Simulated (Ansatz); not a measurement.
**H interstitial in WSe$_{2}$**

The calculation used DFT PBE, scalar-relativistic, plane waves, PAW in Ansatz 0.2.0. Run with 420 eV cutoff, 2×2×2 k-mesh, Gaussian smearing of 0.01 eV, collinear spin in charge 0 alone.

Host crystal, relaxed:

```
CELL_PARAMETERS angstrom
3.32099 0.00000 0.00000
-1.66049 2.87606 0.00000
0.00000 0.00000 15.04384
ATOMIC_POSITIONS crystal
W 0.66667 0.33333 0.75000
W 0.33333 0.66667 0.25000
Se 0.33333 0.66667 0.86154
Se 0.66667 0.33333 0.36154
Se 0.33333 0.66667 0.63846
Se 0.66667 0.33333 0.13846
```

Supercell of 42 atoms, rows in host cell vectors: 3 1 0; -2 -3 0; 0 0 -1. Atoms relax at the host's cell, keeping the symmetry that the supercell leaves at the site. The cell is small, so energies carry finite-size errors of tenths of an eV. The host's Kohn–Sham gap is 1.45 eV. Atoms are taken from and returned to the elements' standard states. Charged cells are corrected for image charges with the computed static dielectric tensor (mean 10.3) and aligned with the host's potential at far atoms (alignment terms reach 0.21 eV; the program doubts the alignment in some charges, where it is up to 0.21 eV). No band-filling term is added, and the Fermi level counts from the host's valence band top.

Spin-orbit coupling is left out, which matters for the bands and energies of heavy elements.

Defect: H interstitial at (0.000, 0.000, 0.000) of the host cell.

Q: What is the formation energy of the neutral defect?

A: 2.18 eV.

Q: Does the neutral defect carry a moment, and how do its surroundings relax?

A: It changes the cell's moment by 1.00 μB. The nearest neighbours before are 6 Se at 2.83 Å; after relaxation the atoms near the site are 6 Se at 2.71 Å; the largest move is 0.16 Å.

Q: Charges +1, 0, -1 were computed. Which is stable where in the gap?

A: Among the charges computed the stable one is +1 at the valence band top, changing to 0 at 0.14 eV, changing to -1 at 0.60 eV. Without the alignment that the program doubts, the level (+1/0) would lie at -0.04 eV, outside the gap, so these runs don't decide whether the defect changes charge there. Other sites of the defect weren't tried. Levels between neighbouring charges: (+1/0) 0.14 eV, (0/-1) 0.60 eV.